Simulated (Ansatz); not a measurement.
**ZrSi3 (AuCu3 type): other levels of theory at one geometry**

One table from this session's results is given with a row withheld; the runs are named, their logs left out.

Method: DFT at several levels, plane waves, PAW, in Ansatz 0.2.0.

1 further run of the same task is left out (it didn't finish).

## The system as given

Symmetry: Pm-3m, No. 221, cubic system. The conventional cell has a = 3.990 Å, b = 3.990 Å, c = 3.990 Å, α = 90.00°, β = 90.00°, γ = 90.00°. Around Zr (site symmetry m-3m) lie 12 Si at 2.82 Å. Around Si (site symmetry 4/mmm) lie 4 Zr at 2.82 Å and 8 Si at 2.82 Å.

As a file:

```
Zr Si
1.0
     3.98994    0.00000    0.00000
     0.00000    3.98994    0.00000
     0.00000    0.00000    3.98994
Zr Si
1 3
Direct
  0.00000 0.00000 0.00000
  0.00000 0.50000 0.50000
  0.50000 0.50000 0.00000
  0.50000 0.00000 0.50000
```

An earlier run at PBE left this cell at 15.880 Å³/atom and 0.00 GPa (8×8×8 mesh), a metal on this mesh.

Levels to run: PBE+SOC; r²SCAN; PBEsol; LDA. Hardware: 2 threads of Arm Neoverse V2, shared host.

Set-up of the first run:

Input file input.yaml:

```yaml
crystal:
  lattice:
    - [3.9899433751, 0.0, 0.0]
    - [0.0, 3.9899433751, 0.0]
    - [0.0, 0.0, 3.9899433751]
  atoms:
    - { symbol: Zr, position: [0.0, 0.0, 0.0] }
    - { symbol: Si, position: [0.0, 0.5, 0.5] }
    - { symbol: Si, position: [0.5, 0.5, 0.0] }
    - { symbol: Si, position: [0.5, 0.0, 0.5] }
basis:
  ecutwfc: 420
  ecutrho_ratio: 4
kpoints:
  mp_grid: { grid: [8, 8, 8] }
hamiltonian:
  xc: pbe
scf:
  occupations: { method: gaussian, width: 0.05 }
output:
  forces: true
  stress: true
  eigenvalues: true
  populations: true
  dos: { projected: true, de: 0.02 }
  write_density: true
  write_potential: true
  elf: true
  volumetric_format: npy
magnetization:
  noncollinear: true
  spin_orbit: true
```

Run with:

```sh
$ ansatz run input.yaml --threads 2 --pin off --max-ram 2662MiB --backend cpu --events-out ev --progress --plain --runs-dir out
```

Steps of the session up to this table: PBE+SOC; r²SCAN; PBEsol; LDA.

One of the session's tables, all rows but one given; the rest of the session is left out.

```
  level  pressure (GPa)
    PBE             0.0
    LDA            -5.4
 PBEsol            -3.5
PBE+SOC             0.0
 r²SCAN               ?
```

**Question.** Estimate the row for r²SCAN.

The run gave: pressure (GPa): -1.6. In the column «pressure (GPa)» it lies between PBEsol (-3.5) and PBE (0.0).

The pressure runs from -5.4 GPa (LDA) to 0.0 GPa (PBE+SOC); a negative pressure means that level wants a smaller cell, a positive one a larger cell. Total energies of different levels have different zeros and can't be compared.
